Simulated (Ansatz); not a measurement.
# TiSi2: straining the crystal, equal strain of all cell vectors

How does TiSi2 answer equal strain of all cell vectors between -4 and +4 %? At each strain the shape is held and the atoms relax, within the symmetry that is left.

Method: DFT PBE, scalar-relativistic, plane waves, PAW, in Ansatz 0.2.0.

2 further runs of the same task are left out: 2 set aside as unsound or not needed.

### Step 1. The structure to begin with

Symmetry: Cmcm, No. 63, orthorhombic system. The conventional cell has a = 3.548 Å, b = 13.561 Å, c = 3.579 Å, α = 90.00°, β = 90.00°, γ = 90.00°. Ti (site symmetry m2m) is surrounded by 10 Si at 2.59 to 2.83 Å. Around Si (site symmetry m2m) lie 2 Si at 2.40 Å and 6 Ti at 2.59 to 2.83 Å. Si (site symmetry m2m) is surrounded by 4 Si at 2.52 Å and 4 Ti at 2.67 to 2.68 Å.

As a file:

```cif
data_structure
_symmetry_space_group_name_H-M 'P 1'
_symmetry_Int_Tables_number 1
_cell_length_a 3.5476
_cell_length_b 13.5607
_cell_length_c 3.5792
_cell_angle_alpha 90.000
_cell_angle_beta 90.000
_cell_angle_gamma 90.000
_cell_volume 172.19
loop_
_atom_site_label
_atom_site_type_symbol
_atom_site_fract_x
_atom_site_fract_y
_atom_site_fract_z
_atom_site_occupancy
Ti1 Ti 0.50000 0.60318 0.75000 1
Ti2 Ti 0.00000 0.89682 0.25000 1
Ti3 Ti 0.00000 0.10318 0.75000 1
Ti4 Ti 0.50000 0.39682 0.25000 1
Si1 Si 0.50000 0.94085 0.75000 1
Si2 Si 0.00000 0.55915 0.25000 1
Si3 Si 0.00000 0.75017 0.75000 1
Si4 Si 0.50000 0.74983 0.25000 1
Si5 Si 0.00000 0.44085 0.75000 1
Si6 Si 0.50000 0.05915 0.25000 1
Si7 Si 0.50000 0.25017 0.75000 1
Si8 Si 0.00000 0.24983 0.25000 1
```

It goes back to an entry of the Materials Project, which need not be the stable form.

The unstrained cell comes from an earlier run at this level (12 atoms, E(σ→0) -15091.9360 eV, gap none (metal)).

### Step 2. Strain -2.0 %

Contents of input.yaml:

```yaml
crystal:
  lattice:
    - [3.4766556974, 0.0, 0.0]
    - [0.0, 13.2894720428, 0.0]
    - [0.0, 0.0, 3.5076376971]
  atoms:
    - { symbol: Ti, position: [0.5, 0.603181052, 0.75] }
    - { symbol: Ti, position: [0.0, 0.896818948, 0.25] }
    - { symbol: Ti, position: [0.0, 0.103181052, 0.75] }
    - { symbol: Ti, position: [0.5, 0.396818948, 0.25] }
    - { symbol: Si, position: [0.5, 0.9408524757, 0.75] }
    - { symbol: Si, position: [0.0, 0.5591475243, 0.25] }
    - { symbol: Si, position: [0.0, 0.7501718639, 0.75] }
    - { symbol: Si, position: [0.5, 0.7498281361, 0.25] }
    - { symbol: Si, position: [0.0, 0.4408524757, 0.75] }
    - { symbol: Si, position: [0.5, 0.0591475243, 0.25] }
    - { symbol: Si, position: [0.5, 0.2501718639, 0.75] }
    - { symbol: Si, position: [0.0, 0.2498281361, 0.25] }
basis:
  ecutwfc: 420
kpoints:
  mp_grid: { grid: [10, 4, 10] }
hamiltonian:
  xc: pbe
scf:
  occupations: { method: gaussian, width: 0.1 }
output:
  forces: true
  stress: true
  eigenvalues: true
relax:
  adjacent_minimum: "off"
  f_tol: 0.008
  max_steps: 40
```

Run with:

```
> ansatz run input.yaml --threads 1 --pin off --max-ram 2560MiB --backend cpu --events-out ev --progress --plain --runs-dir out
```

The log of the run, cut to the lines that bear on the results:

```text
Warning: output.stress: scf.convergence.dr2_threshold = 6.4e-8 eV (the default of a walk held to its f_tol) is looser than the 1.2e-9 eV advised for a printed stress (1e-10 eV for each atom of the cell: 12). What an SCF threshold leaves in a stress goes as its square root, and in the free [...]
Warning: RAYON_NUM_THREADS=1 ignored (pool sized by the plan → 1); use --threads N
[...]
Pseudopotentials: kind: paw
Pseudopotential: Ti, paw, valence charge 12, recommended cutoff 420 eV (normal), Ti.paw.azcp
Pseudopotential: Si, paw, valence charge 4, recommended cutoff 420 eV (normal), Si.paw.azcp
Functional definition: PBE
[...]
Crystal: 12 atoms, lattice volume = 162.063 Å³
Basis set: ecut = 420 eV, 3141 PW (Γ), exchange–correlation on 48×180×48 points (8 copies of the dense FFT grid, shifted against one another)
Bands: 52, of which v1, the nominal top of the filled ones, is band 40 counted from 1 (39 counted from 0)
Symmetry: 16 space group operations
Space group: Cmcm (ITA 63), of the structure as read, at distance tolerance 5.5e-5 Å
k-points: 108 of 400
[...]
SCF iter   1: F=—  HF=-15091.669527 eV  |F-HF|=—  |Δ(HF+E_count)|=         —  Δρ=6.26e-3  dr2=9.97e-2  ethr=1.77e-3  ⟨swp⟩=7.3  Hψ=25230  notcnv=0
[...]
relax step   1: F+E_penalty+E_count = -15091.65792968 eV  Δ(F+E_penalty+E_count) = +0.000e0 eV  max|allowed force component| = 2.016e-1 eV/Å  Δτ_max = 0.0000 Å  (6 SCF iters, dr2 threshold 1.60e-6 eV, accepted)
[...]
  atom   2  Ti    -0.00000000     0.00090082     0.00000000
  atom   3  Ti    -0.00000000    -0.00090082     0.00000000
  atom   4  Ti     0.00000000     0.00090082     0.00000000
  atom   5  Si    -0.00000000    -0.00108499     0.00000000
  atom   6  Si     0.00000000     0.00108499     0.00000000
  atom   7  Si     0.00000000    -0.00026829     0.00000000
  atom   8  Si     0.00000000     0.00026829     0.00000000
[...]
--- Stress (GPa, compression-positive) ---
        9.907383       0.000000       0.000000
        0.000000       7.140235       0.000000
        0.000000       0.000000      10.537724
  P = ⅓ Tr σ = 9.1951 GPa (91.951 kbar)
--- Band table (eV; the first three rows and the last of 108) ---
[...]
--- Relaxed structure (4 steps of the walk, 4 accepted, 0 SCFs on fresh bases) ---
  F+E_penalty+E_count = -15091.66755881 eV   max|allowed force component| = 1.085e-3 eV/Å
  atoms:
    - { symbol: Ti, position: [0.5, 0.602424407475184, 0.7499999999999999] }
    - { symbol: Ti, position: [1.4426054806805288e-37, 0.8975755925248161, 0.24999999999999997] }
    - { symbol: Ti, position: [-7.213027403402645e-37, 0.10242440747518401, 0.7499999999999999] }
    - { symbol: Ti, position: [0.5, 0.39757559252481606, 0.24999999999999997] }
    - { symbol: Si, position: [0.5, 0.9397445901660412, 0.7499999999999999] }
    - { symbol: Si, position: [1.4426054806805288e-37, 0.5602554098339588, 0.24999999999999997] }
    - { symbol: Si, position: [1.4426054806805288e-37, 0.7502645656677017, 0.7499999999999999] }
    - { symbol: Si, position: [0.5, 0.7497354343322983, 0.24999999999999997] }
    - { symbol: Si, position: [1.4426054806805288e-37, 0.4397445901660412, 0.7499999999999999] }
    - { symbol: Si, position: [0.5, 0.06025540983395883, 0.24999999999999997] }
    - { symbol: Si, position: [0.5, 0.25026456566770167, 0.7499999999999999] }
    - { symbol: Si, position: [1.4426054806805288e-37, 0.24973543433229836, 0.24999999999999997] }
```

It took 4.3 min on 1 thread of Arm Neoverse V1, shared host; peak memory 0.85 GiB.

Step by step:

| step | energy from step 1 (eV/cell) | largest force component (eV/Å) |
| --- | --- | --- |
| 1 | 0.0000 | 0.2016 |
| 2 | -0.0074 | 0.1110 |
| 3 | -0.0096 | 0.0011 |
| 4 | -0.0096 | 0.0011 |

Step 1 is the start.

The cell is held at each strain. Atoms start from the nearest strain of the same sign that is done.

### Step 3. The cell strained by +2.0 %

input.yaml: that of step 2 with these lines changed.

```diff
@@ -2,5 +2,5 @@
   lattice:
-    - [3.4766556974, 0.0, 0.0]
-    - [0.0, 13.2894720428, 0.0]
-    - [0.0, 0.0, 3.5076376971]
+    - [3.6185600116, 0.0, 0.0]
+    - [0.0, 13.8318994731, 0.0]
+    - [0.0, 0.0, 3.6508065827]
   atoms:
```

Run with:

```
> ansatz run input.yaml --threads 1 --pin off --max-ram 2560MiB --backend cpu --events-out ev --progress --plain --runs-dir out
```

The log of the run, cut to the lines that bear on the results:

```text
Warning: output.stress: scf.convergence.dr2_threshold = 6.4e-8 eV (the default of a walk held to its f_tol) is looser than the 1.2e-9 eV advised for a printed stress (1e-10 eV for each atom of the cell: 12). What an SCF threshold leaves in a stress goes as its square root, and in the free [...]
Warning: RAYON_NUM_THREADS=1 ignored (pool sized by the plan → 1); use --threads N
[...]
[... 4 set-up lines as earlier in the session ...]
[...]
Crystal: 12 atoms, lattice volume = 182.729 Å³
Basis set: ecut = 420 eV, 3551 PW (Γ), exchange–correlation on 50×192×50 points (8 copies of the dense FFT grid, shifted against one another)
Bands: 52, of which v1, the nominal top of the filled ones, is band 40 counted from 1 (39 counted from 0)
[... 1 set-up line as earlier in the session ...]
Space group: Cmcm (ITA 63), of the structure as read, at distance tolerance 5.7e-5 Å
k-points: 108 of 400
[...]
        0.000000       0.000000      -8.024536
  P = ⅓ Tr σ = -6.9787 GPa (-69.787 kbar)
--- Band table (eV; the first three rows and the last of 108) ---
[...]
--- Relaxed structure (4 steps of the walk, 4 accepted, 0 SCFs on fresh bases) ---
  F+E_penalty+E_count = -15091.70104154 eV   max|allowed force component| = 1.541e-3 eV/Å
  atoms:
    - { symbol: Ti, position: [0.5, 0.6040324192500659, 0.7499999999999999] }
    - { symbol: Ti, position: [0.0, 0.8959675807499341, 0.24999999999999994] }
    - { symbol: Ti, position: [0.0, 0.10403241925006579, 0.7499999999999999] }
    - { symbol: Ti, position: [0.5, 0.39596758074993416, 0.24999999999999994] }
    - { symbol: Si, position: [0.5, 0.9419332652906117, 0.7499999999999999] }
    - { symbol: Si, position: [0.0, 0.558066734709388, 0.24999999999999994] }
    - { symbol: Si, position: [0.0, 0.7500775444820109, 0.7499999999999999] }
    - { symbol: Si, position: [0.5, 0.7499224555179889, 0.24999999999999994] }
    - { symbol: Si, position: [0.0, 0.44193326529061194, 0.7499999999999999] }
    - { symbol: Si, position: [0.5, 0.05806673470938797, 0.24999999999999994] }
    - { symbol: Si, position: [0.5, 0.2500775444820109, 0.7499999999999999] }
    - { symbol: Si, position: [0.0, 0.24992245551798903, 0.24999999999999994] }
```

It took 5.3 min on 1 thread of Arm Neoverse V1, shared host; peak memory 0.92 GiB.

Relaxation path:

```
step  E - E(step 1) (eV/cell)  largest force component (eV/Å)
   1                   0.0000                          0.1509
   2                  -0.0055                          0.0999
   3                  -0.0081                          0.0015
   4                  -0.0081                          0.0015
```

Step 1 is the start.

### Step 4. At -4.0 %

Contents of input.yaml:

```yaml
crystal:
  lattice:
    - [3.4057035403, 0.0, 0.0]
    - [0.0, 13.0182583276, 0.0]
    - [0.0, 0.0, 3.4360532543]
  atoms:
    - { symbol: Ti, position: [0.5, 0.6024244075, 0.75] }
    - { symbol: Ti, position: [0.0, 0.8975755925, 0.25] }
    - { symbol: Ti, position: [0.0, 0.1024244075, 0.75] }
    - { symbol: Ti, position: [0.5, 0.3975755925, 0.25] }
    - { symbol: Si, position: [0.5, 0.9397445902, 0.75] }
    - { symbol: Si, position: [0.0, 0.5602554098, 0.25] }
    - { symbol: Si, position: [0.0, 0.7502645657, 0.75] }
    - { symbol: Si, position: [0.5, 0.7497354343, 0.25] }
    - { symbol: Si, position: [0.0, 0.4397445902, 0.75] }
    - { symbol: Si, position: [0.5, 0.0602554098, 0.25] }
    - { symbol: Si, position: [0.5, 0.2502645657, 0.75] }
    - { symbol: Si, position: [0.0, 0.2497354343, 0.25] }
basis:
  ecutwfc: 420
kpoints:
  mp_grid: { grid: [10, 4, 10] }
hamiltonian:
  xc: pbe
scf:
  occupations: { method: gaussian, width: 0.1 }
output:
  forces: true
  stress: true
  eigenvalues: true
relax:
  adjacent_minimum: "off"
  f_tol: 0.008
  max_steps: 40
```

Run with:

```
> ansatz run input.yaml --threads 1 --pin off --max-ram 2560MiB --backend cpu --events-out ev --progress --plain --runs-dir out
```

The log of the run, cut to the lines that bear on the results:

```text
Warning: output.stress: scf.convergence.dr2_threshold = 6.4e-8 eV (the default of a walk held to its f_tol) is looser than the 1.2e-9 eV advised for a printed stress (1e-10 eV for each atom of the cell: 12). What an SCF threshold leaves in a stress goes as its square root, and in the free [...]
Warning: RAYON_NUM_THREADS=1 ignored (pool sized by the plan → 1); use --threads N
[...]
[... 4 set-up lines as earlier in the session ...]
[...]
Crystal: 12 atoms, lattice volume = 152.342 Å³
Basis set: ecut = 420 eV, 2991 PW (Γ), exchange–correlation on 48×180×48 points (8 copies of the dense FFT grid, shifted against one another)
Bands: 52, of which v1, the nominal top of the filled ones, is band 40 counted from 1 (39 counted from 0)
[... 1 set-up line as earlier in the session ...]
Space group: Cmcm (ITA 63), of the structure as read, at distance tolerance 5.3e-5 Å
k-points: 108 of 400
[...]
       22.906696       0.000000       0.000000
        0.000000      16.366808       0.000000
        0.000000       0.000000      24.172131
  P = ⅓ Tr σ = 21.1485 GPa (211.485 kbar)
--- Band table (eV; the first three rows and the last of 108) ---
[...]
--- Relaxed structure (4 steps of the walk, 4 accepted, 0 SCFs on fresh bases) ---
  F+E_penalty+E_count = -15090.76495306 eV   max|allowed force component| = 6.208e-3 eV/Å
  atoms:
    - { symbol: Ti, position: [0.5, 0.6017603729446951, 0.75] }
    - { symbol: Ti, position: [0.0, 0.898239627055305, 0.24999999999999997] }
    - { symbol: Ti, position: [0.0, 0.10176037294469502, 0.75] }
    - { symbol: Ti, position: [0.5, 0.3982396270553049, 0.24999999999999997] }
    - { symbol: Si, position: [0.5, 0.9385581302962059, 0.75] }
    - { symbol: Si, position: [0.0, 0.561441869703794, 0.24999999999999997] }
    - { symbol: Si, position: [0.0, 0.750358450470185, 0.75] }
    - { symbol: Si, position: [0.5, 0.749641549529815, 0.24999999999999997] }
    - { symbol: Si, position: [0.0, 0.438558130296206, 0.75] }
    - { symbol: Si, position: [0.5, 0.06144186970379401, 0.24999999999999997] }
    - { symbol: Si, position: [0.5, 0.25035845047018507, 0.75] }
    - { symbol: Si, position: [0.0, 0.24964154952981496, 0.24999999999999997] }
```

It took 4.4 min on 1 thread of Arm Neoverse V1, shared host; peak memory 0.82 GiB.

The steps of the relaxation:

```
step  energy from step 1 (eV/cell)  largest force component (eV/Å)
   1                        0.0000                          0.2316
   2                       -0.0079                          0.1303
   3                       -0.0102                          0.0062
   4                       -0.0102                          0.0062
```

Step 1 is the start.

### Step 5. Strain +4.0 %

Contents of input.yaml:

```yaml
crystal:
  lattice:
    - [3.6895121687, 0.0, 0.0]
    - [0.0, 14.1031131882, 0.0]
    - [0.0, 0.0, 3.7223910255]
  atoms:
    - { symbol: Ti, position: [0.5, 0.6040324193, 0.75] }
    - { symbol: Ti, position: [0.0, 0.8959675807, 0.25] }
    - { symbol: Ti, position: [0.0, 0.1040324193, 0.75] }
    - { symbol: Ti, position: [0.5, 0.3959675807, 0.25] }
    - { symbol: Si, position: [0.5, 0.9419332653, 0.75] }
    - { symbol: Si, position: [0.0, 0.5580667347, 0.25] }
    - { symbol: Si, position: [0.0, 0.7500775445, 0.75] }
    - { symbol: Si, position: [0.5, 0.7499224555, 0.25] }
    - { symbol: Si, position: [0.0, 0.4419332653, 0.75] }
    - { symbol: Si, position: [0.5, 0.0580667347, 0.25] }
    - { symbol: Si, position: [0.5, 0.2500775445, 0.75] }
    - { symbol: Si, position: [0.0, 0.2499224555, 0.25] }
basis:
  ecutwfc: 420
kpoints:
  mp_grid: { grid: [10, 4, 10] }
hamiltonian:
  xc: pbe
scf:
  occupations: { method: gaussian, width: 0.1 }
output:
  forces: true
  stress: true
  eigenvalues: true
relax:
  adjacent_minimum: "off"
  f_tol: 0.008
  max_steps: 40
```

Run with:

```
> ansatz run input.yaml --threads 1 --pin off --max-ram 2560MiB --backend cpu --events-out ev --progress --plain --runs-dir out
```

The log of the run, cut to the lines that bear on the results:

```text
Warning: output.stress: scf.convergence.dr2_threshold = 6.4e-8 eV (the default of a walk held to its f_tol) is looser than the 1.2e-9 eV advised for a printed stress (1e-10 eV for each atom of the cell: 12). What an SCF threshold leaves in a stress goes as its square root, and in the free [...]
Warning: RAYON_NUM_THREADS=1 ignored (pool sized by the plan → 1); use --threads N
[...]
[... 4 set-up lines as earlier in the session ...]
[...]
Crystal: 12 atoms, lattice volume = 193.689 Å³
Basis set: ecut = 420 eV, 3779 PW (Γ), exchange–correlation on 50×192×50 points (8 copies of the dense FFT grid, shifted against one another)
Bands: 52, of which v1, the nominal top of the filled ones, is band 40 counted from 1 (39 counted from 0)
[... 1 set-up line as earlier in the session ...]
Space group: Cmcm (ITA 63), of the structure as read, at distance tolerance 5.8e-5 Å
k-points: 108 of 400
[...]
        0.000000      -9.653007       0.000000
       -0.000000       0.000000     -14.012603
  P = ⅓ Tr σ = -12.1775 GPa (-121.775 kbar)
--- Band table (eV; the first three rows and the last of 108) ---
[...]
--- Relaxed structure (4 steps of the walk, 4 accepted, 0 SCFs on fresh bases) ---
  F+E_penalty+E_count = -15091.03556633 eV   max|allowed force component| = 4.450e-3 eV/Å
  atoms:
    - { symbol: Ti, position: [0.5, 0.604997645062944, 0.75] }
    - { symbol: Ti, position: [-3.2370194373318915e-36, 0.8950023549370563, 0.25] }
    - { symbol: Ti, position: [5.140998586691672e-35, 0.10499764506294394, 0.75] }
    - { symbol: Ti, position: [0.5, 0.39500235493705604, 0.25] }
    - { symbol: Si, position: [0.5, 0.9429710657407918, 0.75] }
    - { symbol: Si, position: [1.5953917924481505e-33, 0.5570289342592084, 0.25] }
    - { symbol: Si, position: [-1.6116533546608886e-33, 0.7499861832553022, 0.75] }
    - { symbol: Si, position: [0.5, 0.750013816744698, 0.25] }
    - { symbol: Si, position: [1.5521635643716553e-33, 0.4429710657407917, 0.75] }
    - { symbol: Si, position: [0.5, 0.05702893425920835, 0.25] }
    - { symbol: Si, position: [0.5, 0.24998618325530217, 0.75] }
    - { symbol: Si, position: [-1.612468981605728e-33, 0.2500138167446979, 0.25] }
```

Wall time 5.4 min (1 thread of Arm Neoverse V1, shared host); peak memory 0.93 GiB.

Step by step:

```csv
step,E - E(step 1) (eV/cell),largest force component (eV/Å)
1,0.0000,0.1426
2,-0.0046,0.1161
3,-0.0079,0.0045
4,-0.0079,0.0044
```

Step 1 is the start.

### Step 6. The series

Lengths are those of the vectors of the cell that was run; stresses in GPa:

| strain (%) | ΔE (meV/atom) | a (Å) | b (Å) | c (Å) | σxx | σyy | σzz |
| --- | --- | --- | --- | --- | --- | --- | --- |
| -4.0 | 98.2 | 3.406 | 13.018 | 3.436 | 22.91 | 16.37 | 24.17 |
| -2.0 | 22.9 | 3.477 | 13.289 | 3.508 | 9.91 | 7.14 | 10.54 |
| +0.0 | 0.0 | 3.548 | 13.561 | 3.579 | 0.02 | -0.01 | 0.00 |
| +2.0 | 20.2 | 3.619 | 13.832 | 3.651 | -7.42 | -5.50 | -8.02 |
| +4.0 | 75.7 | 3.690 | 14.103 | 3.722 | -12.87 | -9.65 | -14.01 |

ΔE is over the unstrained cell. Stress in GPa, positive in compression, on the Cartesian axes of the input. 

### Step 7. What came out

| quantity | value |
| --- | --- |
| largest energy cost | 98.2 meV/atom at -4.0 % |
| (1/V) d²E/dε² at zero strain, cubic fit | 1214 GPa |

In words: From the curvature follows nine times the bulk modulus at fixed shape: 1214 GPa. Compression by 4 % costs 98.2 meV/atom and stretching 75.7.
